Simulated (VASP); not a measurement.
# MgSe (Fm-3m) in VASP: notebook

One crystal, MgSe, is run at these levels: PBE; tasks: density of states.

Program: VASP 6.6.1. These are calculated values, not measurements. Logs are shortened: lines on timing, memory, paths and dates and some standing lists are left out, and cuts for length are marked.

### Step 1. The structure

The structure is cubic, space group Fm-3m (No. 225). Conventional cell: a = 5.509 Å, b = 5.509 Å, c = 5.509 Å, α = 90.00°, β = 90.00°, γ = 90.00°. Mg (site symmetry m-3m) is surrounded by 6 Se at 2.75 Å. Se (site symmetry m-3m) has 6 Mg at 2.75 Å as nearest neighbours.

### Step 2. Density of states, PBE, non-collinear spin, zero start, spin-orbit coupling

POSCAR

```
MgSe
1.0
    0.0000000000      2.7544736754      2.7544736754
    2.7544736754      0.0000000000      2.7544736754
    2.7544736754      2.7544736754      0.0000000000
Mg Se
1 1
Direct
    0.0000000000      0.0000000000      0.0000000000
    0.5000000000      0.5000000000      0.5000000000
```

INCAR.step1

```
SYSTEM = MgSe
PREC = Accurate
ENCUT = 520
EDIFF = 1E-6
ISMEAR = 0
SIGMA = 0.02
LREAL = .FALSE.
LASPH = .TRUE.
NELM = 150
ALGO = Fast
ISIF = 2
LWAVE = .FALSE.
LCHARG = .TRUE.
LNONCOLLINEAR = .TRUE.
MAGMOM = 0 0 0 0 0 0
LSORBIT = .TRUE.
GGA_COMPAT = .FALSE.
LORBMOM = .TRUE.
GGA = PE
NBANDS = 20
```

KPOINTS.step1

```
Automatic mesh
0
G
  8 8 8
  0 0 0
```

INCAR.step2

```
SYSTEM = MgSe
PREC = Accurate
ENCUT = 520
EDIFF = 1E-6
ISMEAR = -5
SIGMA = 0.02
LREAL = .FALSE.
LASPH = .TRUE.
NELM = 150
ALGO = Fast
ISIF = 2
LWAVE = .FALSE.
LCHARG = .FALSE.
LNONCOLLINEAR = .TRUE.
MAGMOM = 0 0 0 0 0 0
LORBIT = 11
LSORBIT = .TRUE.
GGA_COMPAT = .FALSE.
LORBMOM = .TRUE.
GGA = PE
NEDOS = 2001
ICHARG = 11
```

KPOINTS.step2

```
Automatic mesh
0
G
  12 12 12
  0 0 0
```

Potentials or basis: VASP PAW PBE potentials, release 64 (Mg, Se).

Command:

```console
> cat potpaw_PBE.64/Mg/POTCAR potpaw_PBE.64/Se/POTCAR > POTCAR
> cp INCAR.step1 INCAR
> cp KPOINTS.step1 KPOINTS
> mpirun -np 1 vasp_ncl > vasp.out
> cp INCAR.step2 INCAR
> cp KPOINTS.step2 KPOINTS
> mpirun -np 1 vasp_ncl > vasp.out
```

OUTCAR:

```text
SYSTEM = MgSe
   PREC = Accurate
   ENCUT = 520
   EDIFF = 1E-6
   ISMEAR = -5
   LREAL = .FALSE.
   LASPH = .TRUE.
   NELM = 150
   ISIF = 2
   LNONCOLLINEAR = .TRUE.
   LORBIT = 11
   LSORBIT = .TRUE.
   GGA = PE
   ICHARG = 11

 ion  position               nearest neighbor table
   1  0.000  0.000  0.000-   2 2.75   2 2.75   2 2.75   2 2.75   2 2.75   2 2.75
   2  0.500  0.500  0.500-   1 2.75   1 2.75   1 2.75   1 2.75   1 2.75   1 2.75

  LATTYP: Found a face centered cubic cell.
 ALAT       =     5.5089473508

  Lattice vectors:

 A1 = (   0.0000000000,   2.7544736754,   2.7544736754)
 A2 = (   2.7544736754,   0.0000000000,   2.7544736754)
 A3 = (   2.7544736754,   2.7544736754,   0.0000000000)

Analysis of symmetry for initial positions (statically):
=====================================================================
 Subroutine PRICEL returns:
 Original cell was already a primitive cell.

 Routine SETGRP: Setting up the symmetry group for a
 face centered cubic supercell.

 Subroutine GETGRP returns: Found 48 space group operations
 (whereof 48 operations were pure point group operations)
 out of a pool of 48 trial point group operations.

The static configuration has the point symmetry O_h .

Analysis of symmetry for dynamics (positions and initial velocities):
=====================================================================
 Subroutine PRICEL returns:
 Original cell was already a primitive cell.

 Routine SETGRP: Setting up the symmetry group for a
 face centered cubic supercell.

 Subroutine GETGRP returns: Found 48 space group operations
 (whereof 48 operations were pure point group operations)
 out of a pool of 48 trial point group operations.

The dynamic configuration has the point symmetry O_h .

Analysis of structural, dynamic, and magnetic symmetry:
=====================================================================
 Subroutine PRICEL returns:
 Original cell was already a primitive cell.

 Routine SETGRP: Setting up the symmetry group for a
 face centered cubic supercell.

 Subroutine GETGRP returns: Found 48 space group operations
 (whereof 48 operations were pure point group operations)
 out of a pool of 48 trial point group operations.

The overall configuration has the point symmetry O_h .

 Subroutine INISYM returns: Found 48 space group operations
 (whereof 48 operations are pure point group operations),
 and found     1 'primitive' translations

[... 634 lines left out ...]
    total drift:                                0.000000      0.000000      0.000000

  FREE ENERGIE OF THE ION-ELECTRON SYSTEM (eV)
  ---------------------------------------------------
  free  energy   TOTEN  =        -7.5085702389 eV

  energy  without entropy=       -7.5085702389  energy(sigma->0) =       -7.50857024

 orbital moment (x)

 # of ion     p       d       tot
 ----------------------------------------
  1        -0.000  -0.000  -0.000
  2         0.000   0.000   0.000
 ----------------------------------------
            0.000  -0.000   0.000

 orbital moment (y)

 # of ion     p       d       tot
 ----------------------------------------
  1        -0.000   0.000  -0.000
  2         0.000  -0.000   0.000
 ----------------------------------------
            0.000   0.000   0.000

 orbital moment (z)

 # of ion     p       d       tot
 ----------------------------------------
  1         0.000   0.000   0.000
  2         0.000  -0.000  -0.000
 ----------------------------------------
            0.000  -0.000  -0.000

 Spin-Orbit-Coupling matrix elements

 Ion:    1  E_soc:     -0.0000629
 l=   1
     0.0000000    -0.0000104    -0.0000104
    -0.0000104     0.0000000    -0.0000104
    -0.0000104    -0.0000104     0.0000000
 l=   2
     0.0000000     0.0000000     0.0000000     0.0000000    -0.0000001
     0.0000000     0.0000000    -0.0000001     0.0000000    -0.0000000
     0.0000000    -0.0000001     0.0000000    -0.0000001     0.0000000
     0.0000000     0.0000000    -0.0000001     0.0000000    -0.0000000
    -0.0000001    -0.0000000     0.0000000    -0.0000000     0.0000000
 l=   3
     0.0000000     0.0000000     0.0000000     0.0000000     0.0000000     0.0000000     0.0000000
     0.0000000     0.0000000     0.0000000     0.0000000     0.0000000     0.0000000     0.0000000
     0.0000000     0.0000000     0.0000000     0.0000000     0.0000000     0.0000000     0.0000000
     0.0000000     0.0000000     0.0000000     0.0000000     0.0000000     0.0000000     0.0000000
     0.0000000     0.0000000     0.0000000     0.0000000     0.0000000     0.0000000     0.0000000
     0.0000000     0.0000000     0.0000000     0.0000000     0.0000000     0.0000000     0.0000000
     0.0000000     0.0000000     0.0000000     0.0000000     0.0000000     0.0000000     0.0000000

 Ion:    2  E_soc:     -0.0354607
 l=   1
     0.0000000    -0.0059070    -0.0059070
    -0.0059070     0.0000000    -0.0059070
    -0.0059070    -0.0059070     0.0000000
 l=   2
     0.0000000    -0.0000005     0.0000000    -0.0000005    -0.0000026
    -0.0000005     0.0000000    -0.0000020    -0.0000005    -0.0000007
     0.0000000    -0.0000020     0.0000000    -0.0000020     0.0000000
    -0.0000005    -0.0000005    -0.0000020     0.0000000    -0.0000007
    -0.0000026    -0.0000007     0.0000000    -0.0000007     0.0000000
 l=   3
     0.0000000     0.0000000     0.0000000     0.0000000     0.0000000     0.0000000     0.0000000
     0.0000000     0.0000000     0.0000000     0.0000000     0.0000000     0.0000000     0.0000000
     0.0000000     0.0000000     0.0000000     0.0000000     0.0000000     0.0000000     0.0000000
     0.0000000     0.0000000     0.0000000     0.0000000     0.0000000     0.0000000     0.0000000
     0.0000000     0.0000000     0.0000000     0.0000000     0.0000000     0.0000000     0.0000000
     0.0000000     0.0000000     0.0000000     0.0000000     0.0000000     0.0000000     0.0000000
     0.0000000     0.0000000     0.0000000     0.0000000     0.0000000     0.0000000     0.0000000

 total charge

# of ion       s       p       d       tot
------------------------------------------
    1        0.140   0.116   0.031   0.287
    2        1.435   2.488   0.011   3.934
--------------------------------------------------
tot          1.575   2.604   0.042   4.221

 magnetization (x)

# of ion       s       p       d       tot
------------------------------------------
    1       -0.000  -0.000   0.000  -0.000
    2        0.000   0.000  -0.000  -0.000
--------------------------------------------------
tot         -0.000  -0.000  -0.000  -0.000

 magnetization (y)

# of ion       s       p       d       tot
------------------------------------------
    1        0.000  -0.000   0.000   0.000
    2       -0.000   0.000   0.000  -0.000
--------------------------------------------------
tot          0.000  -0.000   0.000   0.000

 magnetization (z)

# of ion       s       p       d       tot
------------------------------------------
    1        0.000   0.000   0.000   0.000
    2       -0.000   0.000  -0.000  -0.000
--------------------------------------------------
tot          0.000   0.000  -0.000   0.000
```

OSZICAR.step1:

```text
N       E                     dE             d eps       ncg     rms          rms(c)
DAV:   1     0.276769279118E+02    0.27677E+02   -0.28873E+03  1168   0.646E+02
DAV:   2    -0.548263428897E+01   -0.33160E+02   -0.30304E+02  1500   0.117E+02
DAV:   3    -0.780451676797E+01   -0.23219E+01   -0.23058E+01  1504   0.309E+01
DAV:   4    -0.782157804878E+01   -0.17061E-01   -0.17057E-01  1336   0.307E+00
DAV:   5    -0.782169832550E+01   -0.12028E-03   -0.12028E-03  1356   0.268E-01    0.296E+00
RMM:   6    -0.755220455214E+01    0.26949E+00   -0.21782E-01  1163   0.217E+00    0.189E+00
RMM:   7    -0.750910906620E+01    0.43095E-01   -0.14454E-01  1184   0.187E+00    0.952E-01
RMM:   8    -0.750808891607E+01    0.10202E-02   -0.51865E-03  1258   0.553E-01    0.578E-01
RMM:   9    -0.750811306943E+01   -0.24153E-04   -0.13384E-03  1276   0.302E-01    0.147E-01
RMM:  10    -0.750804683543E+01    0.66234E-04   -0.18467E-04  1327   0.874E-02    0.754E-02
RMM:  11    -0.750805459766E+01   -0.77622E-05   -0.41000E-05  1328   0.490E-02    0.946E-03
RMM:  12    -0.750805537093E+01   -0.77327E-06   -0.76332E-06  1385   0.186E-02
   1 F= -.75080554E+01 E0= -.75080554E+01  d E =-.179278E-32  mag=    -0.0000     0.0000    -0.0000
```

It took 81 s on 1 thread of Intel Xeon 6975P-C (Granite Rapids), shared host; peak memory 0.29 GiB.

Results:

```yaml
Net_moment: 0.00 μB per cell
Valence_electrons_inside_the_program's_atomic_spheres: Mg 0.29; Se 3.93
```

Moments on the atoms (μB; x, y, z):
```
Mg  0.00 0.00 0.00
Se  0.00 0.00 0.00
```

### Step 3. Density of states, PBE

POSCAR is that of step 2.

INCAR.step1

```
SYSTEM = MgSe
PREC     = Accurate       ! precision mode
ENCUT    = 520            ! plane-wave cutoff, eV
EDIFF    = 1E-6           ! SCF threshold, eV
ISMEAR   = 0              ! smearing method
SIGMA    = 0.02           ! smearing width, eV
LREAL    = .FALSE.        ! projectors in reciprocal space
LASPH    = .TRUE.         ! aspherical terms in the spheres
NELM     = 60             ! most SCF steps
ALGO     = Normal         ! electronic algorithm
ISIF     = 2              ! what is computed and relaxed
LWAVE    = .FALSE.        ! write WAVECAR
LCHARG   = .TRUE.         ! write CHGCAR
GGA      = PE             ! functional
NBANDS   = 11             ! bands
```

KPOINTS.step1

```
regular mesh
0
G
  8 8 8
  0 0 0
```

INCAR.step2

```
SYSTEM = MgSe
PREC     = Accurate       ! precision mode
ENCUT    = 520            ! plane-wave cutoff, eV
EDIFF    = 1E-6           ! SCF threshold, eV
ISMEAR   = -5             ! smearing method
SIGMA    = 0.02           ! smearing width, eV
LREAL    = .FALSE.        ! projectors in reciprocal space
LASPH    = .TRUE.         ! aspherical terms in the spheres
NELM     = 60             ! most SCF steps
ALGO     = Normal         ! electronic algorithm
ISIF     = 2              ! what is computed and relaxed
LWAVE    = .FALSE.        ! write WAVECAR
LCHARG   = .FALSE.        ! write CHGCAR
GGA      = PE             ! functional
LORBIT   = 11             ! projections on sites
NEDOS    = 1001           ! points of the DOS
ICHARG   = 11             ! starting density
```

KPOINTS.step2

```
regular mesh
0
G
  12 12 12
  0 0 0
```

Potentials or basis: VASP PAW PBE potentials, release 64 (Mg, Se).

Command:

```console
> cat potpaw_PBE.64/Mg/POTCAR potpaw_PBE.64/Se/POTCAR > POTCAR
> cp INCAR.step1 INCAR
> cp KPOINTS.step1 KPOINTS
> mpirun -np 1 vasp_std > vasp.out
> cp INCAR.step2 INCAR
> cp KPOINTS.step2 KPOINTS
> mpirun -np 1 vasp_std > vasp.out
```

OUTCAR:

```text
SYSTEM = MgSe
   PREC = Accurate
   ENCUT = 520
   EDIFF = 1E-6
   ISMEAR = -5
   LREAL = .FALSE.
   LASPH = .TRUE.
   NELM = 60
   ISIF = 2
   GGA = PE
   LORBIT = 11
   ICHARG = 11

 ion  position               nearest neighbor table
   1  0.000  0.000  0.000-   2 2.75   2 2.75   2 2.75   2 2.75   2 2.75   2 2.75
   2  0.500  0.500  0.500-   1 2.75   1 2.75   1 2.75   1 2.75   1 2.75   1 2.75

  LATTYP: Found a face centered cubic cell.
 ALAT       =     5.5089473508

  Lattice vectors:

 A1 = (   0.0000000000,   2.7544736754,   2.7544736754)
 A2 = (   2.7544736754,   0.0000000000,   2.7544736754)
[... 457 lines left out ...]
  -------------------------------------------------------------------------------------
  Total       -0.0428838     -0.0428838     -0.0428838     -0.0000000      0.0000000      0.0000000
  in kB       -1.6438341     -1.6438341     -1.6438341     -0.0000000      0.0000000      0.0000000
  external PRESSURE =      -1.6438341 kB  Pullay stress =       0.0000000 kB

 VOLUME and BASIS-vectors are now :
 -----------------------------------------------------------------------------
  energy-cutoff  :      520.00
  volume of cell :       41.80
      direct lattice vectors                 reciprocal lattice vectors
     0.000000000  2.754473675  2.754473675    -0.181522882  0.181522882  0.181522882
     2.754473675  0.000000000  2.754473675     0.181522882 -0.181522882  0.181522882
     2.754473675  2.754473675  0.000000000     0.181522882  0.181522882 -0.181522882

 POSITION                                       TOTAL-FORCE (eV/Angst)
 -----------------------------------------------------------------------------------
      0.00000      0.00000      0.00000        -0.000000     -0.000000      0.000000
      2.75447      2.75447      2.75447         0.000000      0.000000     -0.000000
 -----------------------------------------------------------------------------------
    total drift:                               -0.000000     -0.000000      0.000000

  FREE ENERGIE OF THE ION-ELECTRON SYSTEM (eV)
  ---------------------------------------------------
  free  energy   TOTEN  =        -7.4908923694 eV

  energy  without entropy=       -7.4908923694  energy(sigma->0) =       -7.49089237

 total charge

# of ion       s       p       d       tot
------------------------------------------
    1        0.140   0.116   0.031   0.287
    2        1.435   2.488   0.011   3.934
--------------------------------------------------
tot          1.574   2.604   0.042   4.221
```

OSZICAR.step1:

```text
N       E                     dE             d eps       ncg     rms          rms(c)
DAV:   1     0.209170409160E+02    0.20917E+02   -0.34001E+03   662   0.576E+02
DAV:   2    -0.642248369885E+01   -0.27340E+02   -0.25504E+02   771   0.918E+01
DAV:   3    -0.779577479357E+01   -0.13733E+01   -0.13703E+01   814   0.215E+01
DAV:   4    -0.780304473914E+01   -0.72699E-02   -0.72697E-02   698   0.179E+00
DAV:   5    -0.780308597122E+01   -0.41232E-04   -0.41232E-04   793   0.142E-01    0.293E+00
DAV:   6    -0.753458689608E+01    0.26850E+00   -0.48110E-01   686   0.256E+00    0.184E+00
DAV:   7    -0.749108429005E+01    0.43503E-01   -0.21086E-01   731   0.183E+00    0.932E-01
DAV:   8    -0.749048414434E+01    0.60015E-03   -0.10436E-02   695   0.538E-01    0.254E-01
DAV:   9    -0.749037462964E+01    0.10951E-03   -0.31929E-04   707   0.934E-02    0.122E-01
DAV:  10    -0.749038503106E+01   -0.10401E-04   -0.15380E-04   713   0.524E-02    0.241E-02
DAV:  11    -0.749038174428E+01    0.32868E-05   -0.20024E-05   725   0.179E-02    0.624E-03
DAV:  12    -0.749038196342E+01   -0.21914E-06   -0.72100E-07   397   0.491E-03
   1 F= -.74903820E+01 E0= -.74903820E+01  d E =-.249425E-11
```

Run time: 24 s. Hardware: 1 thread of Intel Xeon Platinum 8259CL at 2.50GHz (Skylake/Cascade Lake), shared host; peak memory 0.17 GiB.

Results:

| Property | Result |
| --- | --- |
| Valence electrons inside the program's atomic spheres | Mg 0.29; Se 3.93 |

States per cell in windows of 1 eV (zero at the valence-band top; states under -8 eV left out):
```tsv
from (eV)	total	Se2_p	Mg1_p	Mg1_s	Se2_d	Se2_s	Mg1_d
-8.0	0.00	0.00	0.00	0.00	0.00	0.00	0.00
-7.0	0.00	0.00	0.00	0.00	0.00	0.00	0.00
-6.0	0.00	0.00	0.00	0.00	0.00	0.00	0.00
-5.0	0.49	0.15	0.00	0.03	0.00	0.00	0.00
-4.0	1.30	0.42	0.02	0.06	0.00	0.03	0.00
-3.0	1.06	0.40	0.03	0.02	0.00	0.01	0.00
-2.0	1.77	0.79	0.04	0.02	0.00	0.01	0.01
-1.0	1.38	0.72	0.02	0.00	0.00	0.00	0.01
0.0	0.00	0.00	0.00	0.00	0.00	0.00	0.00
1.0	0.00	0.00	0.00	0.00	0.00	0.00	0.00
2.0	0.19	0.01	0.00	0.04	0.01	0.01	0.00
3.0	0.53	0.04	0.02	0.09	0.03	0.02	0.00
4.0	1.37	0.11	0.06	0.13	0.08	0.08	0.01
5.0	1.09	0.09	0.06	0.04	0.08	0.02	0.02
6.0	1.50	0.12	0.13	0.03	0.13	0.03	0.03
7.0	1.38	0.15	0.12	0.02	0.13	0.02	0.03
```
